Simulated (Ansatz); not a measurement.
# ZnF2: stiffness from strained cells, part 2 of 2

Aim: the elastic tensor from the stress of slightly strained cells, and the moduli that follow. Runs: cell and atoms relaxed (PAW); reference run (PAW and LAPW).

Ansatz 0.2.0; DFT PBEsol. The steps go on from the part before.

## (5) Reference run, LAPW

Input file input.yaml:

```yaml
crystal:
  lattice:
    - [4.71720365471, 0.0, 0.0]
    - [0.0, 4.71720365471, 0.0]
    - [0.0, 0.0, 3.12862407239]
  atoms:
    - { symbol: Zn, position: [0.0, 0.0, 0.0] }
    - { symbol: Zn, position: [0.5, 0.5, 0.5] }
    - { symbol: F, position: [0.303836500503, 0.303836500503, 0.0] }
    - { symbol: F, position: [0.196163499497, 0.803836500503, 0.5] }
    - { symbol: F, position: [0.696163499497, 0.696163499497, 0.0] }
    - { symbol: F, position: [0.803836500503, 0.196163499497, 0.5] }
kpoints:
  mp_grid: { grid: [4, 4, 6] }
scf:
  occupations: { method: fixed }
hamiltonian:
  xc: pbesol
  pseudopotentials: { kind: all_electron, lapw: { basis_error: 0.001 } }
elastic:
  mode: relaxed_ion
  stencil: two_point
  amplitude: 0.008
```

Started as:

```console
$ ansatz run input.yaml --threads 2 --pin off --max-ram 6144MiB --backend cpu --events-out ev --progress --plain --runs-dir out
```

The program printed:

```text
LAPW: plane waves up to 10.792 Å⁻¹, error target 1.0e-3 eV per atom; small_component_spin mean_spin; F in spheres of 0.894 Å, 9 of its electrons in bands, Dirac shells []; Zn in spheres of 1.072 Å, 20 of its electrons in bands, Dirac shells [] (how accurate: hamiltonian.pseudopotentials.lapw.basis_error, Limitations)
Engine: ansatz 0.2.0
Pseudopotentials: kind: all_electron
Pseudopotential: Zn, LAPW, valence charge 20, lapw/all_electron/scalar/gaussian/Zn, Koelling and Harmon's equation, gaussian nucleus
Pseudopotential: F, LAPW, valence charge 9, lapw/all_electron/scalar/gaussian/F, Koelling and Harmon's equation, gaussian nucleus
Functional definition: PBEsol
  exchange = pbesol_x
  correlation = pbesol_c
davidson cushion auto → on  (no smearing: the cushion is to keep the highest requested band from converging to the state above it; pin scf.eigensolver.cushion to override)
Crystal: 6 atoms, lattice volume = 69.618 Å³
Basis set: ecut = 443.7149923542902 eV, 1487 PW (Γ), exchange–correlation at level 2
Bands: 46, of which v1, the nominal top of the filled ones, is band 38 counted from 1 (37 counted from 0)
Symmetry: 16 space group operations
Space group: P42/mnm (ITA 136), of the structure as read, at distance tolerance 4.1e-5 Å
k-points: 24 of 96
Non-local potential: Zn, projectors of the file, none
Non-local potential: F, projectors of the file, none
Initial density: superposition of atomic densities (chi_scale 0.1, normalization cell, long waves kept (reshape's long-wave potential 0.03 eV rms))
Initial wavefunctions: plane waves of lowest kinetic energy (no species holds an atomic orbital)
Functional: x = pbesol(κ = 0.804, μ = 0.12345679012345678), c = pbesol(β = 0.046)
iter 1 solved again at ethr=5.44e-3 eV; its pass at ethr=1.00e-1 eV (dr2=4.13e0 eV) is discarded
SCF iter   1: F=—  HF=-108518.321065 eV  |F-HF|=—  |Δ(HF+E_count)|=         —  Δρ=7.35e-2  dr2=4.13e0  ethr=5.44e-3  ⟨swp⟩=2.0  Hψ=6988  notcnv=0
preconditioner: auto → Resta (q_TF=auto, 2.768 Å⁻¹)  ε∞=4.4  [insulator: Δε(μ)=3.404 eV  Ē_g=17.339 eV  n_scr=30 (ndim 8)  ℏωp=32.1 eV  f_vac=0.150  ε∞_Penn≈4.4]
iter 2 solved again at ethr=4.27e-4 eV; its pass at ethr=5.44e-3 eV (dr2=3.25e-1 eV) is discarded
SCF iter   2: F=—  HF=-108516.087075 eV  |F-HF|=—  |Δ(HF+E_count)|=    2.23e0  Δρ=1.95e-2  dr2=3.24e-1  ethr=4.27e-4  ⟨swp⟩=2.0  Hψ=5735  notcnv=0
SCF iter   3: F=—  HF=-108515.975364 eV  |F-HF|=—  |Δ(HF+E_count)|=   1.12e-1  Δρ=1.98e-2  dr2=3.59e-1  ethr=4.26e-4  ⟨swp⟩=2.0  Hψ=3361  notcnv=0
SCF iter   4: F=—  HF=-108515.968531 eV  |F-HF|=—  |Δ(HF+E_count)|=         —  Δρ=5.66e-3  dr2=2.53e-2  ethr=4.26e-4  ⟨swp⟩=2.8  Hψ=3322  notcnv=0
the basis was enlarged: its passes take 57.3 KiB over the memory plan, 2 of 2 planned eigensolver slots
SCF iter   5: F=—  HF=-108515.911191 eV  |F-HF|=—  |Δ(HF+E_count)|=   5.73e-2  Δρ=1.91e-3  dr2=2.05e-3  ethr=3.33e-5  ⟨swp⟩=2.1  Hψ=3365  notcnv=0
SCF iter   6: F=—  HF=-108515.910828 eV  |F-HF|=—  |Δ(HF+E_count)|=   3.63e-4  Δρ=5.01e-4  dr2=2.98e-4  ethr=2.69e-6  ⟨swp⟩=3.0  Hψ=3584  notcnv=0
SCF iter   7: F=—  HF=-108515.910821 eV  |F-HF|=—  |Δ(HF+E_count)|=   7.37e-6  Δρ=1.22e-4  dr2=2.04e-5  ethr=3.92e-7  ⟨swp⟩=3.0  Hψ=3551  notcnv=0
SCF iter   8: F=—  HF=-108515.910836 eV  |F-HF|=—  |Δ(HF+E_count)|=   1.53e-5  Δρ=2.14e-5  dr2=5.07e-7  ethr=2.68e-8  ⟨swp⟩=3.0  Hψ=3687  notcnv=0
SCF iter   9: F=—  HF=-108515.910837 eV  |F-HF|=—  |Δ(HF+E_count)|=   1.01e-6  Δρ=5.83e-6  dr2=2.70e-8  ethr=6.67e-10  ⟨swp⟩=3.4  Hψ=3896  notcnv=0
SCF iter  10: F=—  HF=-108515.910837 eV  |F-HF|=—  |Δ(HF+E_count)|=   4.13e-8  Δρ=1.11e-6  dr2=8.07e-10  ethr=3.56e-11  ⟨swp⟩=3.5  Hψ=4067  notcnv=0
SCF iter  11: F=—  HF=-108515.910837 eV  |F-HF|=—  |Δ(HF+E_count)|=   2.11e-9  Δρ=5.06e-7  dr2=1.66e-10  ethr=2.06e-11 (applied; sched 1.06e-12)  ⟨swp⟩=2.7  Hψ=3395  notcnv=0
SCF iter  12: F=—  HF=-108515.910837 eV  |F-HF|=—  |Δ(HF+E_count)|=  2.33e-10  Δρ=1.18e-7  dr2=1.05e-11  ethr=2.01e-11 (applied; sched 1.00e-12)  ⟨swp⟩=2.0  Hψ=3360  notcnv=0
SCF iter  13: F=—  HF=-108515.910837 eV  |F-HF|=—  |Δ(HF+E_count)|=  1.75e-10  Δρ=4.97e-8  dr2=1.80e-12  ethr=2.01e-11 (applied; sched 1.00e-12)  ⟨swp⟩=2.0  Hψ=3360  notcnv=0
SCF iter  14: F=—  HF=-108515.910837 eV  |F-HF|=—  |Δ(HF+E_count)|=  5.82e-11  Δρ=9.68e-9  dr2=6.18e-14  ethr=2.01e-11 (applied; sched 1.00e-12)  ⟨swp⟩=2.0  Hψ=3360  notcnv=0
SCF iter  15: F=-108515.910837 eV  HF=-108515.910837 eV  |F-HF|=2.91e-11  |Δ(HF+E_count)|=  5.82e-11  Δρ=2.14e-9  dr2=2.78e-15  ethr=2.01e-11 (applied; sched 1.00e-12)  ⟨swp⟩=2.0  Hψ=3360  notcnv=0
SCF 1 converged in 15 iterations: F = -108515.910837 eV  dr2 = 2.78e-15
relax step   1: F+E_penalty+E_count = -108515.91083694 eV  Δ(F+E_penalty+E_count) = +0.000e0 eV  max|allowed force component| = 1.286e-3 eV/Å  Δτ_max = 0.0000 Å  (15 SCF iters, accepted)
[... from here on, the SCF cycles and remarks between the steps are left out ...]
relax step   2: F+E_penalty+E_count = -108515.91083727 eV  Δ(F+E_penalty+E_count) = -3.270e-7 eV  max|allowed force component| = 1.018e-3 eV/Å  Δτ_max = 0.0001 Å  (8 SCF iters, accepted)
relax step   3: F+E_penalty+E_count = -108515.91083781 eV  Δ(F+E_penalty+E_count) = -5.473e-7 eV  max|allowed force component| = 6.693e-7 eV/Å  Δτ_max = 0.0002 Å  (8 SCF iters, accepted)
relax step   1: F+E_penalty+E_count = -108515.90928565 eV  Δ(F+E_penalty+E_count) = +0.000e0 eV  max|allowed force component| = 9.705e-3 eV/Å  Δτ_max = 0.0000 Å  (12 SCF iters, accepted)
relax step   1: F+E_penalty+E_count = -108515.90969655 eV  Δ(F+E_penalty+E_count) = +0.000e0 eV  max|allowed force component| = 8.326e-3 eV/Å  Δτ_max = 0.0000 Å  (13 SCF iters, accepted)
relax step   2: F+E_penalty+E_count = -108515.90971095 eV  Δ(F+E_penalty+E_count) = -1.440e-5 eV  max|allowed force component| = 4.063e-4 eV/Å  Δτ_max = 0.0007 Å  (10 SCF iters, accepted)
relax step   3: F+E_penalty+E_count = -108515.90971102 eV  Δ(F+E_penalty+E_count) = -6.646e-8 eV  max|allowed force component| = 5.700e-6 eV/Å  Δτ_max = 0.0001 Å  (9 SCF iters, accepted)
iter 1 solved again at ethr=1.00e-12 eV; its pass at ethr=1.00e-1 eV (dr2=2.46e-14 eV) is discarded
SCF iter   1: F=—  HF=-108515.909711 eV  |F-HF|=—  |Δ(HF+E_count)|=         —  Δρ=3.04e-8  dr2=8.85e-14  ethr=1.48e-11 (applied; sched 1.00e-12)  ⟨swp⟩=2.0  Hψ=5489  notcnv=0
SCF iter   2: F=—  HF=-108515.909711 eV  |F-HF|=—  |Δ(HF+E_count)|=   4.46e-7  Δρ=1.36e-8  dr2=3.42e-14  ethr=2.01e-11 (applied; sched 1.00e-12)  ⟨swp⟩=2.0  Hψ=3920  notcnv=0
SCF iter   3: F=-108515.909711 eV  HF=-108515.909711 eV  |F-HF|=7.28e-11  |Δ(HF+E_count)|=  1.16e-10  Δρ=1.05e-8  dr2=1.14e-14  ethr=2.01e-11 (applied; sched 1.00e-12)  ⟨swp⟩=2.0  Hψ=3920  notcnv=0
SCF 41 converged in 3 iterations: F = -108515.909711 eV  dr2 = 1.14e-14
SCF converged after 8 iterations
Free energy (F): -108515.910838 eV
Harris-Foulkes:  -108515.910838 eV  (|F-HF|=5.82e-11)
Internal energy: -108515.910838 eV  (E = F + TS)
E sigma→0 (E₀):  -108515.910838 eV
Fermi energy:    4.789707 eV
--- Per-component energies (eV) ---
  E_band       = -6534.066524
  E_kinetic    = 110288.153948
  E_xc         = -4924.986646
  E_electrostatic = -213879.078139  (all electrons and nuclei)
  E_smearing   = -0.000000  (= −TS)
  E_closure    = 0.000000  (closes the sum)
  E_atoms      = -108491.129319  (free atoms, spherical and without spin; not in F)
  Σ components = -108515.910838   (vs F -108515.910838, Δ=0.00e0)
  Basis errors (estimates in eV, not in F): energy 4.6e-4 per atom: plane waves 4.2e-4 (2.5e-4 summed), levels above the bands 0.0e0, relativity 1.3e-7, radial functions 4.1e-5, core shells 1.9e-9; eigenvalues (radial functions only) 4.4e-6; not estimated: angular momenta, meshes, grids; target (lapw.basis_error) 1.0e-3; muffin-tin radii F 0.894 Å, Zn 1.072 Å
--- Forces (eV/Å), atoms counted from 1 ---
  atom   1  Zn     0.00000000    -0.00000000     0.00000000
  atom   2  Zn     0.00000000    -0.00000000     0.00000000
  atom   3  F     -0.00000072    -0.00000072     0.00000000
  atom   4  F      0.00000072    -0.00000072     0.00000000
  atom   5  F      0.00000072     0.00000072     0.00000000
  atom   6  F     -0.00000072     0.00000072     0.00000000
  max |Σ_I F_I| component: 5.42e-20 eV/Å
--- Stress (GPa, compression-positive) ---
       -0.083440       0.000000       0.000000
        0.000000      -0.083440       0.000000
        0.000000       0.000000      -0.136584
  P = ⅓ Tr σ = -0.1012 GPa (-1.012 kbar)
--- Band table (eV; the first three rows and the last of 24) ---
  k-point 0: bands = ["-645.7849", "-645.7849", "-645.7849", "-645.7849", "-116.8759", "-116.8758", "-71.2627", "-71.2627", "-71.2305", "-71.2303", "-71.2289", "-71.2289", "-16.8879", "-16.0997", "-16.0997", "-16.0694", "-1.4152", "-0.5463", "0.2212", "0.2212", "0.3010", "1.4699", "1.4699", "1.6222", "1.6856", "1.7545", "1.7954", "1.7954", "1.8566", "2.2554", "2.8031", "3.1819", "3.3381", "3.3381", "3.7060", "4.4949", "4.4949", "4.7897", "8.2638", "14.1301", "14.3638", "14.3638", "18.1532", "18.2514", "19.5868", "19.6878"]
[... 3 lines left out ...]
--- Elastic constants: 4 strain directions × 2 members + reference (group order 16) ---
  dense FFT box of the reference and of every strained cell: 36×36×24
  strains applied: 11, 33, 23, 12; error gains: componentwise 1.00 (the most a stress slope's error grows in a printed constant), spectral 1.41 (1 for all six strains in a standard setting)
  reference relaxed by the batch: 3 steps; max|allowed force component| 1.29e-3 eV/Å at the deck's positions, 6.69e-7 at the last accepted step, 7.17e-7 by the solve of record
  largest displacement 2.4e-4 Å; the constants are those of the deck's cell at these positions:
  atoms:
    - { symbol: Zn, position: [2.394166853233233e-22, 3.1896709983046698e-37, 0.0] }
    - { symbol: Zn, position: [0.5, 0.5, 0.5] }
    - { symbol: F, position: [0.3038725633239696, 0.3038725633239696, 0.0] }
    - { symbol: F, position: [0.19612743667603036, 0.8038725633239697, 0.5] }
    - { symbol: F, position: [0.6961274366760304, 0.6961274366760304, 0.0] }
    - { symbol: F, position: [0.8038725633239697, 0.19612743667603036, 0.5] }
  C = ∂σ_k/∂η_j (tension-positive GPa; Voigt order 11 22 33 23 13 12):
       124.407     94.984     92.880      0.000      0.000     -0.000
        94.984    124.407     92.880      0.000      0.000     -0.000
        92.575     92.575    197.334      0.000      0.000     -0.000
         0.000      0.000      0.000     34.709      0.000      0.000
         0.000      0.000      0.000      0.000     34.709      0.000
        -0.000     -0.000     -0.000      0.000      0.000     81.082
  reference stress σ⁰ (GPa):      0.083      0.083      0.137      0.000      0.000      0.000
  no Pulay correction (none for the plane-wave cutoff is built on LAPW): the batch's stresses and constants are at fixed plane waves
  C* (energy form; C + prestress term) asymmetry max|C*_kj − C*_jk| = 2.520e-1 GPa — a small one proves nothing (zero by symmetry where the batch's group is 432, −43m or m−3m); a large one is finite-difference/SCF noise where every solve meets its electron count
  moduli (Voigt/Reuss/Hill, GPa): K = 111.89/107.33/109.61   G = 41.15/30.55/35.85   E = 96.98   ν = 0.353
  mechanically stable: yes (min eigenvalue of sym C = 29.42 GPa)
  where every solve meets its electron count the energy-path curvature estimates C_jj along a normal strain and C_jj − ¼(σ⁰_aa + σ⁰_bb) along a shear (ab), closely only under elastic.basis: deformed
  strain η (Voigt 11):  stress-route row diagonal C_11 = 124.41 GPa, energy-path curvature d²(F+E_count)/dδ²/Ω₀ = 124.62 GPa
         δ    σ_11 (GPa)             F (eV)   n_scf  n_hpsi   n_pw
    -8.000e-3      -0.9219     -108515.9093832       3   17524   1520   relax 6 steps, max|allowed force component| 2.97e-7 eV/Å
     8.000e-3       1.0686     -108515.9088269       3   17524   1520   relax 4 steps, max|allowed force component| 1.52e-5 eV/Å
  strain η (Voigt 33):  stress-route row diagonal C_33 = 197.33 GPa, energy-path curvature d²(F+E_count)/dδ²/Ω₀ = 197.37 GPa
         δ    σ_33 (GPa)             F (eV)   n_scf  n_hpsi   n_pw
    -8.000e-3      -1.4726     -108515.9085322       3   11686   1520   relax 3 steps, max|allowed force component| 2.37e-6 eV/Å
     8.000e-3       1.6847     -108515.9076545       3   11680   1520   relax 3 steps, max|allowed force component| 3.00e-6 eV/Å
  strain η (Voigt 23):  stress-route row diagonal C_44 = 34.71 GPa, energy-path curvature d²(F+E_count)/dδ²/Ω₀ = 34.65 GPa
         δ    σ_23 (GPa)             F (eV)   n_scf  n_hpsi   n_pw
    -8.000e-3      -0.2777     -108515.9103560       3   20442   1520   relax 4 steps, max|allowed force component| 3.09e-5 eV/Å
     8.000e-3       0.2777     -108515.9103560       3   20450   1520   relax 3 steps, max|allowed force component| 3.58e-6 eV/Å
  strain η (Voigt 12):  stress-route row diagonal C_66 = 81.08 GPa, energy-path curvature d²(F+E_count)/dδ²/Ω₀ = 81.04 GPa
         δ    σ_12 (GPa)             F (eV)   n_scf  n_hpsi   n_pw
    -8.000e-3      -0.6487     -108515.9097110       3   13633   1520   relax 3 steps, max|allowed force component| 6.25e-7 eV/Å
     8.000e-3       0.6487     -108515.9097110       3   13635   1520   relax 3 steps, max|allowed force component| 5.70e-6 eV/Å
```

It took 18 min on 2 threads of Arm Neoverse V1, shared host; peak memory 0.82 GiB.

C in GPa (Voigt order xx, yy, zz, yz, xz, xy):

```
124.4  95.0  92.7   0.0   0.0   0.0
 95.0 124.4  92.7   0.0   0.0   0.0
 92.7  92.7 197.3   0.0   0.0   0.0
  0.0   0.0   0.0  34.7   0.0   0.0
  0.0   0.0   0.0   0.0  34.7   0.0
  0.0   0.0   0.0   0.0   0.0  81.1
```

## (6) Side by side

```
               run    C11   C12   C13    C33   C44   C66      K     G     E  Poisson ratio
 ions relaxed, PAW  124.8  95.9  93.6  197.3  34.7  80.9  110.3  35.6  96.5          0.354
ions relaxed, LAPW  124.4  95.0  92.7  197.3  34.7  81.1  109.6  35.8  97.0          0.353
```

Constants and moduli in GPa; K, G and E are Hill averages.

## (7) Summary of results

This closing draws on all 2 parts.

```
                           quantity            value
                          C11 (PAW)          125 GPa
                          C12 (PAW)           96 GPa
                          C13 (PAW)           94 GPa
                          C33 (PAW)          197 GPa
                          C44 (PAW)           35 GPa
                          C66 (PAW)           81 GPa
    bulk, shear and Young's modulus  110, 36, 96 GPa
Debye temperature from sound speeds            387 K
         universal anisotropy index             1.81
```

All eigenvalues are positive, so the crystal is mechanically stable; by PAW K = 110 and G = 36 GPa, K/G = 3.10, on the ductile side of Pugh's rough line at 1.75, which was drawn for metals. Young's modulus runs from 47 to 145 GPa with direction. Cautions: frozen-core PAW files fitted under PBE, their cores solved anew for the functional of the run.
